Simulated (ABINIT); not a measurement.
# Sr (Fm-3m) in ABINIT: convergence with pawecutdg

Aim: find how far pawecutdg must go before the results for Sr settle, at r2SCAN. This setting moves, with any that are tied to it; all else stays.

Program: ABINIT 10.8.3 (patched build). These are calculated values, not measurements. Logs are shortened: lines on timing, memory, paths and dates and some standing lists are left out, and cuts for length are marked. The log counts tension as positive stress, the text compression.

## (1) Starting point

Symmetry: Fm-3m, No. 225, cubic system. The conventional cell has a = 6.085 Å, b = 6.085 Å, c = 6.085 Å, α = 90.00°, β = 90.00°, γ = 90.00°. Around Sr (site symmetry m-3m) lie 12 Sr at 4.30 Å.

## (2) With pawecutdg 18.5

Contents of run.abi:

```
pp_dirpath "./"
pseudos "Sr.GGA_PBE-JTH.xml"

acell 4.3025326315 4.3025326315 4.3025326315 Angstrom
rprim
     0.0000000000     0.7071067812     0.7071067812
     0.7071067812     0.0000000000     0.7071067812
     0.7071067812     0.7071067812     0.0000000000
ntypat 1
znucl 38
natom 1
typat 1
xred
     0.0000000000     0.0000000000     0.0000000000

ecut 18.0
pawecutdg 18.5

kptopt 1
ngkpt 8 8 8
nshiftk 1
shiftk 0.0 0.0 0.0

ixc -497498
usekden 1
pawxcdev 0

nband 9
occopt 7
tsmear 0.05 eV

nstep 100
tolvrs 1.0e-7

iomode 3
prtwf 0
prtden 0
prteig 0
prtebands 0
enunit 2
```

Potentials or basis: JTH PAW PBE v2.0.

Command:

```bash
$ abinit run.abi > log 2>&1
```

run.abo:

```text
.Version 10.8.3 of ABINIT
 Symmetries : space group Fm -3 m (#225); Bravais cF (face-center cubic)
================================================================================
 Values of the parameters that define the memory need of the present run
     intxc =       0    ionmov =       0      iscf =      17    lmnmax =      18
     lnmax =       6     mgfft =      32  mpssoang =       3    mqgrid =    3001
     natom =       1  nloc_mem =       2    nspden =       1   nspinor =       1
    nsppol =       1      nsym =      48    n1xccc =       1    ntypat =       1
    occopt =       7   xclevel =       2
       mpw =        1399          nfft =       32768          nkpt =          29
 PAW method is used; the additional fine FFT grid is defined by:
   mgfftf=        32    nfftf =     32768
================================================================================
================================================================================

--------------------------------------------------------------------------------
------------- Echo of variables that govern the present computation ------------
--------------------------------------------------------------------------------
 -outvars: echo values of preprocessed input variables --------
            acell      8.1306083213E+00  8.1306083213E+00  8.1306083213E+00 Bohr
              amu      8.76200000E+01
             ecut      1.80000000E+01 Hartree
           enunit           2
              ixc     -497498
         kptrlatt        8    0    0      0    8    0      0    0    8
          kptrlen      6.50448666E+01
            natom           1
            nband           9
            ngfft          32      32      32
          ngfftdg          32      32      32
             nkpt          29
            nstep         100
             nsym          48
           ntypat           1
           occopt           7
        pawecutdg      1.85000000E+01 Hartree
         pawxcdev           0
           prtden           0
        prtebands           0
           prteig           0
          prtkden           1
            prtwf           0
            rprim      0.0000000000E+00  7.0710678120E-01  7.0710678120E-01
                       7.0710678120E-01  0.0000000000E+00  7.0710678120E-01
                       7.0710678120E-01  7.0710678120E-01  0.0000000000E+00
          spgroup         225
           tolvrs      1.00000000E-07
           tsmear      1.83746611E-03 Hartree
            typat      1
          usekden           1
           useylm           1
            znucl       38.00000

================================================================================

 chkinp: Checking input parameters for consistency.

================================================================================
== DATASET  1 ==================================================================

--- !DatasetInfo
iteration_state: {dtset: 1, }
dimensions: {natom: 1, nkpt: 29, mband: 9, nsppol: 1, nspinor: 1, nspden: 1, mpw: 1399, }
cutoff_energies: {ecut:  18.0, pawecutdg:  18.5, }
electrons: {nelect:   1.00000000E+01, charge:   0.00000000E+00, occopt:   7.00000000E+00, tsmear:   1.83746611E-03, }
meta: {optdriver: 0, ionmov: 0, optcell: 0, iscf: 17, paral_kgb: 0, }
...

 Real(R)+Recip(G) space primitive vectors, cartesian coordinates (Bohr,Bohr^-1):
 R(1)=  0.0000000  5.7492083  5.7492083  G(1)= -0.0869685  0.0869685  0.0869685
 R(2)=  5.7492083  0.0000000  5.7492083  G(2)=  0.0869685 -0.0869685  0.0869685
 R(3)=  5.7492083  5.7492083  0.0000000  G(3)=  0.0869685  0.0869685 -0.0869685
 Unit cell volume ucvol=  3.8006171E+02 bohr^3
 Angles (23,13,12)=  6.00000000E+01  6.00000000E+01  6.00000000E+01 degrees

 Coarse grid specifications (used for wave-functions):

 getcut: wavevector=  0.0000  0.0000  0.0000  ngfft=  32  32  32
         ecut(hartree)=     18.000   => boxcut(ratio)=   2.06075

 Fine grid specifications (used for densities):

 getcut: wavevector=  0.0000  0.0000  0.0000  ngfft=  32  32  32
[... 51 lines left out ...]
lattice_vectors:
- [  0.0000000,   5.7492083,   5.7492083, ]
- [  5.7492083,   0.0000000,   5.7492083, ]
- [  5.7492083,   5.7492083,   0.0000000, ]
lattice_lengths: [   8.13061,    8.13061,    8.13061, ]
lattice_angles: [ 60.000,  60.000,  60.000, ] # degrees, (23, 13, 12)
lattice_volume:   3.8006171E+02
convergence: {deltae:  4.038E-07, res2:  6.963E-08, residm:  2.130E-04, diffor: null, }
etotal    :  -1.87554856E+01
entropy   :   0.00000000E+00
fermie    :   1.23876194E-01
cartesian_stress_tensor: # hartree/bohr^3
- [ -1.81849655E-05,   0.00000000E+00,   0.00000000E+00, ]
- [  0.00000000E+00,  -1.81849655E-05,   0.00000000E+00, ]
- [  0.00000000E+00,   0.00000000E+00,  -1.81849655E-05, ]
pressure_GPa:   5.3502E-01
xred      :
- [  0.0000E+00,   0.0000E+00,   0.0000E+00, Sr]
cartesian_forces: # hartree/bohr
- [ -0.00000000E+00,  -0.00000000E+00,  -0.00000000E+00, ]
force_length_stats: {min:   0.00000000E+00, max:   0.00000000E+00, mean:   0.00000000E+00, }
...

 Integrated electronic density in atomic spheres:
 ------------------------------------------------
 Atom  Sphere_radius  Integrated_density
    1        2.20670          7.26533456

================================================================================

 ----iterations are completed or convergence reached----

 Mean square residual over all n,k,spin=   15.171E-07; max=  21.297E-05
 reduced coordinates (array xred) for    1 atoms
       0.000000000000      0.000000000000      0.000000000000
 rms dE/dt=  0.0000E+00; max dE/dt=  0.0000E+00; dE/dt below (all hartree)
    1       0.000000000000      0.000000000000      0.000000000000

 cartesian coordinates (angstrom) at end:
    1      0.00000000000000     0.00000000000000     0.00000000000000

 cartesian forces (hartree/bohr) at end:
    1     -0.00000000000000    -0.00000000000000    -0.00000000000000
 frms,max,avg= 0.0000000E+00 0.0000000E+00   0.000E+00  0.000E+00  0.000E+00 h/b

 cartesian forces (eV/Angstrom) at end:
    1     -0.00000000000000    -0.00000000000000    -0.00000000000000
 frms,max,avg= 0.0000000E+00 0.0000000E+00   0.000E+00  0.000E+00  0.000E+00 e/A
 length scales=  8.130608321316  8.130608321316  8.130608321316 bohr
              =  4.302532631500  4.302532631500  4.302532631500 angstroms
 Fermi (or HOMO) energy (hartree) =   0.12388   Average Vxc (hartree)=  -0.28000
 Eigenvalues (hartree) for nkpt=  29  k points:
 kpt#   1, nband=  9, wtk=  0.00195, kpt=  0.0000  0.0000  0.0000 (reduced coord)
  -1.27559   -0.58752   -0.58752   -0.58752   -0.01104    0.21640    0.21640    0.21640
   0.27039
      occupation numbers for kpt#   1
   2.00000    2.00000    2.00000    2.00000    2.00000    0.00000    0.00000    0.00000
   0.00000
 prteigrs : prtvol=0 or 1, do not print more k-points.

 Fermi (or HOMO) energy (eV) =   3.37084   Average Vxc (eV)=  -7.61913
 Eigenvalues (   eV  ) for nkpt=  29  k points:
 kpt#   1, nband=  9, wtk=  0.00195, kpt=  0.0000  0.0000  0.0000 (reduced coord)
 -34.71070  -15.98728  -15.98728  -15.98728   -0.30054    5.88861    5.88861    5.88861
   7.35763
 prteigrs : prtvol=0 or 1, do not print more k-points.

--- !EnergyTerms
iteration_state     : {dtset: 1, }
comment             : Components of total free energy in Hartree
kinetic             :  9.28369524727417E+00
hartree             :  7.25315107088284E+00
xc                  : -6.61821449646967E+00
Ewald energy        : -1.99369280577050E+01
psp_core            :  6.13569781380331E-01
local_psp           : -2.52770640700820E+01
PAW spherical_terms :  1.59263688981525E+01
internal            : -1.87554216265668E+01
'-kT*entropy'       : -5.19663421262871E-05
total_energy        : -1.87554735929089E+01
total_energy_eV     : -5.10362436162942E+02
...

--- !EnergyTermsDC
iteration_state     : {dtset: 1, }
comment             : '"Double-counting" decomposition of free energy'
band_energy         : -5.93449806935569E+00
Ewald energy        : -1.99369280577050E+01
psp_core            :  6.13569781380331E-01
xc_dc               : -6.74596858286071E+00
PAW spherical_terms :  1.32483912901058E+01
internal            : -1.87554336384353E+01
'-kT*entropy'       : -5.19663421262871E-05
total_energy_dc     : -1.87554856047775E+01
total_energy_dc_eV  : -5.10362763022536E+02
...

--- !EnergyTermsWithPAWCore
iteration_state     : {dtset: 1, }
comment             : 'Components of total free energy, including PAW core contributions'
Total energy        : -3.17995844589865E+03
Total energy DC     : -3.17995845791052E+03
Total energy (eV)   : -8.65310775175176E+04
Total energy DC (eV): -8.65310778443772E+04
...

 Cartesian components of stress tensor (hartree/bohr^3)
  sigma(1 1)= -1.81849655E-05  sigma(3 2)=  0.00000000E+00
  sigma(2 2)= -1.81849655E-05  sigma(3 1)=  0.00000000E+00
  sigma(3 3)= -1.81849655E-05  sigma(2 1)=  0.00000000E+00

-Cartesian components of stress tensor (GPa)         [Pressure=  5.3502E-01 GPa]
- sigma(1 1)= -5.35020157E-01  sigma(3 2)=  0.00000000E+00
- sigma(2 2)= -5.35020157E-01  sigma(3 1)=  0.00000000E+00
- sigma(3 3)= -5.35020157E-01  sigma(2 1)=  0.00000000E+00

== END DATASET(S) ==============================================================
================================================================================

 -outvars: echo values of variables after computation  --------
            acell      8.1306083213E+00  8.1306083213E+00  8.1306083213E+00 Bohr
           etotal     -1.8755485605E+01
            fcart     -0.0000000000E+00 -0.0000000000E+00 -0.0000000000E+00
            rprim      0.0000000000E+00  7.0710678120E-01  7.0710678120E-01
                       7.0710678120E-01  0.0000000000E+00  7.0710678120E-01
                       7.0710678120E-01  7.0710678120E-01  0.0000000000E+00
           strten     -1.8184965501E-05 -1.8184965501E-05 -1.8184965501E-05
                       0.0000000000E+00  0.0000000000E+00  0.0000000000E+00
 Calculation completed.
```

Run time: 27 s. Hardware: 1 thread of Arm Neoverse V2, shared host; peak memory 0.1 GiB.

Results:

- Free energy: -510.3628 eV
- Pressure: 0.5 GPa
- Band gap on the k mesh: none (metal or under the smearing width)
- Valence electrons inside the program's atomic spheres: Sr 7.27 (radii [1.1677] Å)

## (3) With pawecutdg 21.6

Changes to run.abi since step 2:

```diff
@@ -16,3 +16,3 @@
 ecut 18.0
-pawecutdg 18.5
+pawecutdg 21.6
```

Potentials or basis: JTH PAW PBE v2.0.

Command:

```bash
$ abinit run.abi > log 2>&1
```

It took 27 s on 1 thread of Arm Neoverse V2, shared host; peak memory 0.1 GiB.

It converged, with:

- Free energy: -510.2893 eV
- Pressure: 3.6 GPa
- Band gap on the k mesh: none (metal or under the smearing width)
- Valence electrons inside the program's atomic spheres: Sr 7.23 (radii [1.1677] Å)

## (4) With pawecutdg 27

Changes to run.abi since step 3:

```diff
@@ -16,3 +16,3 @@
 ecut 18.0
-pawecutdg 21.6
+pawecutdg 27.0
```

Command:

```bash
$ abinit run.abi > log 2>&1
```

Run time: 27 s. Hardware: 1 thread of Arm Neoverse V2, shared host; peak memory 0.11 GiB.

Results (log left out):

```yaml
Free_energy: -510.2423 eV
Pressure: -0.6 GPa
Band_gap_on_the_k_mesh: none (metal or under the smearing width)
Valence_electrons_inside_the_program's_atomic_spheres: Sr 7.26 (radii [1.1677] Å)
```

## (5) With pawecutdg 32.4

Changes to run.abi since step 4:

```diff
@@ -16,3 +16,3 @@
 ecut 18.0
-pawecutdg 27.0
+pawecutdg 32.4
```

Command:

```bash
$ abinit run.abi > log 2>&1
```

It took 27 s on 1 thread of Arm Neoverse V2, shared host; peak memory 0.12 GiB.

It converged, with:

- Free energy: -510.2287 eV
- Pressure: 0.4 GPa
- Band gap on the k mesh: none (metal or under the smearing width)
- Valence electrons inside the program's atomic spheres: Sr 7.25 (radii [1.1677] Å)

## (6) With pawecutdg 39.6

Changes to run.abi since step 5:

```diff
@@ -16,3 +16,3 @@
 ecut 18.0
-pawecutdg 32.4
+pawecutdg 39.6
```

Potentials or basis: JTH PAW PBE v2.0.

Command:

```bash
$ abinit run.abi > log 2>&1
```

Run time: 27 s. Hardware: 1 thread of Arm Neoverse V2, shared host; peak memory 0.13 GiB.

Results (log left out):

| Property | Result |
| --- | --- |
| Free energy | -510.2254 eV |
| Pressure | -0.1 GPa |
| Band gap on the k mesh | none (metal or under the smearing width) |
| Valence electrons inside the program's atomic spheres | Sr 7.24 (radii [1.1677] Å) |

## (7) With pawecutdg 48.6

Changes to run.abi since step 6:

```diff
@@ -16,3 +16,3 @@
 ecut 18.0
-pawecutdg 39.6
+pawecutdg 48.6
```

Command:

```bash
$ abinit run.abi > log 2>&1
```

Run time: 31 s. Hardware: 1 thread of Arm Neoverse V2, shared host; peak memory 0.15 GiB.

It converged, with:

| Item | Value |
| --- | --- |
| Free energy | -510.2209 eV |
| Pressure | 0.0 GPa |
| Band gap on the k mesh | none (metal or under the smearing width) |
| Valence electrons inside the program's atomic spheres | Sr 7.24 (radii [1.1677] Å) |

## (8) With pawecutdg 59.4

Changes to run.abi since step 7:

```diff
@@ -16,3 +16,3 @@
 ecut 18.0
-pawecutdg 48.6
+pawecutdg 59.4
```

Command:

```bash
$ abinit run.abi > log 2>&1
```

Run time: 31 s. Hardware: 1 thread of Arm Neoverse V2, shared host; peak memory 0.18 GiB.

The run converged. Its results:

```yaml
Free_energy: -510.2212 eV
Pressure: 0.0 GPa
Band_gap_on_the_k_mesh: none (metal or under the smearing width)
Valence_electrons_inside_the_program's_atomic_spheres: Sr 7.25 (radii [1.1677] Å)
```

## (9) Summary

```csv
pawecutdg,"energy less the tightest run, at zero smearing (meV/atom)",pressure (GPa),SCF cycles,CPU time (s),peak memory (GiB)
18.5,-141.94,0.54,8,26,0.1
21.6,-68.35,3.62,8,27,0.1
27,-21.21,-0.63,8,27,0.11
32.4,-7.46,0.40,8,27,0.12
39.6,-4.22,-0.10,8,27,0.13
48.6,0.32,0.04,9,31,0.15
59.4,0.00,0.00,9,31,0.18
```

Against the tightest run, the energy stays within 1 meV/atom from 48.6 on; the pressure stays within 0.1 GPa from 48.6 on. The tightest run that finished is the yardstick and may itself not be fully converged.

Caveats: totals of a meta-GGA on PAW files have another zero than those of a GGA; the PAW data sets were made with another functional, which shifts forces and pressure a little.
